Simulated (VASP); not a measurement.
# Ti3Al (scanv) (P6_3/mmc) in VASP: single point with r2SCAN+rVV10

Aim: the single point of Ti3Al (scanv) with r2SCAN+rVV10.

Everything below comes from runs of VASP 6.6.1. Logs are shortened: lines on timing, memory, paths and dates and some standing lists are left out, and cuts for length are marked.

## Step 1: The structure

The structure is hexagonal, space group P6_3/mmc (No. 194). Conventional cell: a = 5.768 Å, b = 5.768 Å, c = 4.642 Å, α = 90.00°, β = 90.00°, γ = 120.00°. Ti (site symmetry mm2) is surrounded by 4 Al at 2.85 to 2.88 Å and 8 Ti at 2.86 to 2.89 Å. Al (site symmetry -6m2) is surrounded by 12 Ti at 2.85 to 2.88 Å.

## Step 2: Single point, r2SCAN+rVV10

Input file POSCAR:

```
Ti3Al
1.0
    5.7680300000      0.0000000000      0.0000000000
   -2.8840150000      4.9952605100      0.0000000000
    0.0000000000      0.0000000000      4.6424100000
Ti Al
6 2
Direct
    0.8330000000      0.6660000000      0.2500000000
    0.1670000000      0.8330000000      0.7500000000
    0.3340000000      0.1670000000      0.2500000000
    0.1670000000      0.3340000000      0.7500000000
    0.8330000000      0.1670000000      0.2500000000
    0.6660000000      0.8330000000      0.7500000000
    0.3333333300      0.6666666700      0.2500000000
    0.6666666700      0.3333333300      0.7500000000
```

Input file INCAR.step1:

```
SYSTEM = Ti3Al
PREC = Accurate ; ENCUT = 520
ISMEAR = 0 ; SIGMA = 0.1
LREAL = .FALSE. ; LASPH = .TRUE.
NELM = 100 ; NBANDS = 49
GGA = PE ; ALGO = Normal
EDIFF = 1E-4 ; LWAVE = .TRUE.
LCHARG = .FALSE.
```

Input file INCAR.step2:

```
SYSTEM = Ti3Al
PREC = Accurate ; ENCUT = 520
EDIFF = 1E-7 ; ISMEAR = 0
SIGMA = 0.1 ; LREAL = .FALSE.
LASPH = .TRUE. ; NELM = 100
ALGO = Normal ; ISIF = 2
LWAVE = .FALSE. ; LCHARG = .FALSE.
METAGGA = R2SCAN ; LMIXTAU = .TRUE.
LUSE_VDW = .TRUE. ; IVDW_NL = 2
BPARAM = 11.95 ; CPARAM = 0.0093
NBANDS = 49 ; ISTART = 1
```

Input file KPOINTS:

```
regular mesh
0
G
  6 6 4
  0 0 0
```

Potentials or basis: VASP PAW PBE potentials, release 64 (Ti_sv, Al).

Started as:

```console
$ cat potpaw_PBE.64/Ti_sv/POTCAR potpaw_PBE.64/Al/POTCAR > POTCAR
$ cp INCAR.step1 INCAR
$ mpirun -np 1 vasp_std > vasp.out
$ cp INCAR.step2 INCAR
$ mpirun -np 1 vasp_std > vasp.out
```

OUTCAR:

```text
SYSTEM = Ti3Al
   PREC = Accurate
   ENCUT = 520
   EDIFF = 1E-7
   ISMEAR = 0
   LREAL = .FALSE.
   LASPH = .TRUE.
   NELM = 100
   ISIF = 2
   METAGGA = R2SCAN
   IVDW_NL = 2
   BPARAM = 11.95
   ISTART = 1

 ion  position               nearest neighbor table
   1  0.833  0.666  0.250-   8 2.85   8 2.85   2 2.86   2 2.86   6 2.86   6 2.86   5 2.88   3 2.88
                             7 2.88   7 2.88   5 2.89   3 2.89
   2  0.167  0.833  0.750-   7 2.85   7 2.85   1 2.86   1 2.86   3 2.86   3 2.86   6 2.88   4 2.88
                             8 2.88   8 2.88   6 2.89   4 2.89
   3  0.334  0.167  0.250-   8 2.85   8 2.85   4 2.86   4 2.86   2 2.86   2 2.86   5 2.88   1 2.88
                             7 2.88   7 2.88   5 2.89   1 2.89
   4  0.167  0.334  0.750-   7 2.85   7 2.85   3 2.86   3 2.86   5 2.86   5 2.86   2 2.88   6 2.88
                             8 2.88   8 2.88   2 2.89   6 2.89
   5  0.833  0.167  0.250-   8 2.85   8 2.85   4 2.86   4 2.86   6 2.86   6 2.86   3 2.88   1 2.88
                             7 2.88   7 2.88   3 2.89   1 2.89
   6  0.666  0.833  0.750-   7 2.85   7 2.85   1 2.86   1 2.86   5 2.86   5 2.86   2 2.88   4 2.88
                             8 2.88   8 2.88   2 2.89   4 2.89
   7  0.333  0.667  0.250-   2 2.85   2 2.85   6 2.85   6 2.85   4 2.85   4 2.85   1 2.88   3 2.88
                             5 2.88   5 2.88   1 2.88   3 2.88
   8  0.667  0.333  0.750-   5 2.85   5 2.85   3 2.85   3 2.85   1 2.85   1 2.85   4 2.88   6 2.88
                             2 2.88   2 2.88   4 2.88   6 2.88

  LATTYP: Found a hexagonal cell.
 ALAT       =     5.7680300000
 C/A-ratio  =     0.8048519165

  Lattice vectors:

 A1 = (   5.7680300000,   0.0000000000,   0.0000000000)
 A2 = (  -2.8840150000,   4.9952605100,   0.0000000000)
 A3 = (   0.0000000000,   0.0000000000,   4.6424100000)

Analysis of symmetry for initial positions (statically):
=====================================================================
 Subroutine PRICEL returns:
 Original cell was already a primitive cell.

 Routine SETGRP: Setting up the symmetry group for a
 hexagonal supercell.

 Subroutine GETGRP returns: Found 24 space group operations
 (whereof 12 operations were pure point group operations)
 out of a pool of 24 trial point group operations.

The static configuration has the point symmetry D_3d.
 The point group associated with its full space group is D_6h.

Analysis of symmetry for dynamics (positions and initial velocities):
=====================================================================
 Subroutine PRICEL returns:
 Original cell was already a primitive cell.

 Routine SETGRP: Setting up the symmetry group for a
 hexagonal supercell.

 Subroutine GETGRP returns: Found 24 space group operations
 (whereof 12 operations were pure point group operations)
 out of a pool of 24 trial point group operations.

The dynamic configuration has the point symmetry D_3d.
 The point group associated with its full space group is D_6h.

 Subroutine INISYM returns: Found 24 space group operations
 (whereof 12 operations are pure point group operations),
 and found     1 'primitive' translations

----------------------------------------------------------------------------------------

                                     Primitive cell

  volume of cell :     133.7609

  direct lattice vectors                    reciprocal lattice vectors
     5.768030000  0.000000000  0.000000000     0.173369417  0.100094880  0.000000000
    -2.884015000  4.995260510  0.000000000     0.000000000  0.200189759  0.000000000
     0.000000000  0.000000000  4.642410000     0.000000000  0.000000000  0.215405361

  length of vectors
     5.768030000  5.768030000  4.642410000     0.200189759  0.200189759  0.215405361

  position of ions in fractional coordinates (direct lattice)
     0.833000000  0.666000000  0.250000000
     0.167000000  0.833000000  0.750000000
     0.334000000  0.167000000  0.250000000
     0.167000000  0.334000000  0.750000000
     0.833000000  0.167000000  0.250000000
     0.666000000  0.833000000  0.750000000
     0.333333330  0.666666670  0.250000000
     0.666666670  0.333333330  0.750000000

  ion indices of the primitive-cell ions
   primitive index   ion index
                 1           1
                 2           2
                 3           3
                 4           4
                 5           5
                 6           6
                 7           7
                 8           8

----------------------------------------------------------------------------------------

 KPOINTS: regular mesh

Automatic generation of k-mesh.
 Grid dimensions read from file:
 generate k-points for:    6    6    4

 Generating k-lattice:

  Cartesian coordinates                     Fractional coordinates (reciprocal lattice)
     0.028894903  0.016682480  0.000000000     0.166666667  0.000000000  0.000000000
     0.000000000  0.033364960  0.000000000     0.000000000  0.166666667  0.000000000
     0.000000000  0.000000000  0.053851340     0.000000000  0.000000000  0.250000000

  Length of vectors
     0.033364960  0.033364960  0.053851340

  Shift w.r.t. Gamma in fractional coordinates (k-lattice)
     0.000000000  0.000000000  0.000000000

 Subroutine IBZKPT returns following result:
 ===========================================

 Found     21 irreducible k-points:

 Following reciprocal coordinates:
            Coordinates               Weight
  0.000000  0.000000  0.000000      1.000000
  0.166667 -0.000000  0.000000      6.000000
  0.333333 -0.000000  0.000000      6.000000
  0.500000 -0.000000  0.000000      3.000000
  0.166667  0.166667  0.000000      6.000000
  0.333333  0.166667  0.000000     12.000000
[... 13 lines left out ...]
  0.333333  0.166667  0.500000     12.000000
  0.333333  0.333333  0.500000      2.000000
   k-points           NKPTS =     21   k-points in BZ     NKDIM =     21   number of bands    NBANDS=     49
   number of dos      NEDOS =    301   number of ions     NIONS =      8
   total plane-waves  NPLWV =  82944
   dimension x,y,z NGX =    48 NGY =   48 NGZ =   36
   dimension x,y,z NGXF=    96 NGYF=   96 NGZF=   72
   ions per type =               6   2
   NGX,Y,Z   is equivalent  to a cutoff of  13.83, 13.83, 12.89 a.u.
   NGXF,Y,Z  is equivalent  to a cutoff of  27.67, 27.67, 25.78 a.u.
 SYSTEM =  Ti3Al
   PREC   = accura    normal or accurate (medium, high low for compatibility)
   ISTART =      1    job   : 0-new  1-cont  2-samecut
   ICHARG =      0    charge: 1-file 2-atom 10-const
   ISPIN  =      1    spin polarized calculation?
   LNONCOLLINEAR =      F non collinear calculations
   LSORBIT =      F    spin-orbit coupling
   LASPH  =      T    aspherical Exc in radial PAW
   ENCUT  =  520.0 eV  38.22 Ry    6.18 a.u.  10.72 10.72  8.63*2*pi/ulx,y,z
   NELM   =    100;   NELMIN=  2; NELMDL=  0     # of ELM steps
   EDIFF  = 0.1E-06   stopping-criterion for ELM
   LREAL  =      F    real-space projection
   EDIFFG = 0.1E-05   stopping-criterion for IOM
   NSW    =      0    number of steps for IOM
   IBRION =     -1    ionic relax: 0-MD 1-quasi-New 2-CG
   NFREE  =      0    steps in history (QN), initial steepest desc. (CG)
   ISIF   =      2    stress and relaxation
   ISYM   =      2    0-nonsym 1-usesym 2-fastsym
   POTIM  = 0.5000    time-step for ionic-motion
   TEBEG  =    0.0;   TEEND  =   0.0 temperature during run
   PSTRESS=    0.0 pullay stress
   NELECT =      78.0000    total number of electrons
   NUPDOWN=      -1.0000    fix difference up-down
   EMIN   =  10.00;   EMAX   =-10.00  energy-range for DOS
   EFERMI =   0.00;   METHOD = LEGACY
   ISMEAR =     0;   SIGMA  =   0.10  broadening in eV -4-tet -1-fermi 0-gaus
   EFERMI_NEDOS =   21; number of points for ismear=-14 and -15
   IALGO  =     38    algorithm
   IMIX   =      4    mixing-type and parameters
     AMIX     =   0.40;   BMIX     =  1.00
     AMIX_MAG =   1.60;   BMIX_MAG =  1.00
  volume/ion in A,a.u.               =      16.72       112.83
  Fermi-wavevector in a.u.,A,eV,Ry     =   1.367718  2.584613 25.451783  1.870653
  Thomas-Fermi vector in A             =   2.493746
   LORBIT       =      0    0 simple, 1 ext, 2 COOP (PROOUT), +10 PAW based schemes
   METAGGA = R2SCAN    functional components
   LHFCALC =     F    Hartree Fock is set to
   AEXX    =    0.0000 exact exchange contribution
   IVDW_NL    =     2    kernel type
   BPARAM     =11.9500
   IVDW    =     0    specifies the selected vdW correction
   LEPSILON=     F    determine dielectric tensor
   LRPA    =     F    only Hartree local field effects (RPA)
 non-spin polarized calculation
 Gauss-broadening in eV      SIGMA  =   0.10
  energy-cutoff  :      520.00
  volume of cell :      133.76
 maximum number of plane-waves:      3641
 NGX is ok and might be reduce to    48

 number of electron      78.0000006 magnetization

 Free energy of the ion-electron system (eV)
  ---------------------------------------------------
  ext. energy  EPLUGINS =         0.00000000
  ---------------------------------------------------
  free energy    TOTEN  =       -91.80751550 eV

  energy without entropy =      -91.77458040  energy(sigma->0) =      -91.79104795

 E-fermi :   8.1747     XC(G=0): -12.1690

 val. band max:        8.1729639265   @ k =   0.1667   0.1667   0.5000
 cond. band min:       8.1753441274   @ k =   0.1667  -0.0000   0.5000
 fundamental gap:      0.0023802009
 Fermi energy:         8.1747030339

 k-point     1 :       0.0000    0.0000    0.0000
  band No.  band energies     occupation
      1     -50.7581      2.00000
      2     -50.6607      2.00000
      3     -50.6607      2.00000
      4     -50.6532      2.00000
      5     -50.6102      2.00000
      6     -50.6102      2.00000
[... 41 lines left out ...]
     48      10.5363      0.00000
     49      10.6206      0.00000
[... 1038 lines left out ...]
     48      10.0020      0.00000
     49      10.2139      0.00000

------------------------ aborting loop because EDIFF is reached ----------------------------------------

  FORCE on cell =-STRESS in cart. coord.  units (eV):
  Direction    XX          YY          ZZ          XY          YZ          ZX
  --------------------------------------------------------------------------------------
  -------------------------------------------------------------------------------------
  Total       -1.2254188     -1.2254188     -1.3317862     -0.0000000      0.0000000      0.0000000
  in kB      -14.6779695    -14.6779695    -15.9520294     -0.0000000      0.0000000      0.0000000
  external PRESSURE =     -15.1026562 kB  Pullay stress =       0.0000000 kB

 VOLUME and BASIS-vectors are now :
 -----------------------------------------------------------------------------
  energy-cutoff  :      520.00
  volume of cell :      133.76
      direct lattice vectors                 reciprocal lattice vectors
     5.768030000  0.000000000  0.000000000     0.173369417  0.100094880  0.000000000
    -2.884015000  4.995260510  0.000000000     0.000000000  0.200189759  0.000000000
     0.000000000  0.000000000  4.642410000     0.000000000  0.000000000  0.215405361

 POSITION                                       TOTAL-FORCE (eV/Angst)
 -----------------------------------------------------------------------------------
      2.88402      3.32684      1.16060         0.000000     -0.377598     -0.000000
     -1.43912      4.16105      3.48181         0.327009     -0.188799     -0.000000
      1.44489      0.83421      1.16060         0.327009      0.188799      0.000000
      0.00000      1.66842      3.48181         0.000000      0.377598     -0.000000
      4.32314      0.83421      1.16060        -0.327009      0.188799      0.000000
      1.43912      4.16105      3.48181        -0.327009     -0.188799     -0.000000
     -0.00000      3.33017      1.16060         0.000000      0.000000     -0.000000
      2.88402      1.66509      3.48181         0.000000      0.000000     -0.000000
 -----------------------------------------------------------------------------------
    total drift:                               -0.000050      0.000029     -0.000000

  FREE ENERGIE OF THE ION-ELECTRON SYSTEM (eV)
  ---------------------------------------------------
  free  energy   TOTEN  =       -91.8075155011 eV

  energy  without entropy=      -91.7745803997  energy(sigma->0) =      -91.79104795
```

It took 17 min on 1 thread of Intel Xeon Platinum 8488C (Sapphire Rapids), shared host; peak memory 0.65 GiB.

Results:

```yaml
Free_energy: -91.8075 eV
Pressure: -1.5 GPa
Largest_force: 0.378 eV/Å
Band_gap_on_the_k_mesh: none (metal or under the smearing width)
```

Forces in eV/Å, atoms in the order of the input:
```
Ti   0.000 -0.378  0.000
Ti   0.327 -0.189  0.000
Ti   0.327  0.189  0.000
Ti   0.000  0.378  0.000
Ti  -0.327  0.189  0.000
Ti  -0.327 -0.189  0.000
Al   0.000  0.000  0.000
Al   0.000  0.000  0.000
```

Stress tensor (GPa, compression positive):
```
-1.47  0.00  0.00
 0.00 -1.47  0.00
 0.00  0.00 -1.60
```

Levels at points of the mesh, in eV from the Fermi level:
```tsv
k point	band 37	band 38	band 39	band 40	band 41	band 42
(0.00, 0.00, 0.00)	-0.85	-0.47	-0.32	-0.15	0.88	0.88
(0.50, 0.00, 0.00)	-0.52	-0.36	-0.33	0.69	0.78	0.83
(0.00, 0.00, 0.50)	-0.60	-0.60	-0.02	-0.02	0.47	0.47
(0.50, 0.00, 0.50)	-0.15	-0.15	0.08	0.08	0.29	0.29
```

Caveat: the PAW data sets were made with another functional, which shifts forces and pressure a little.
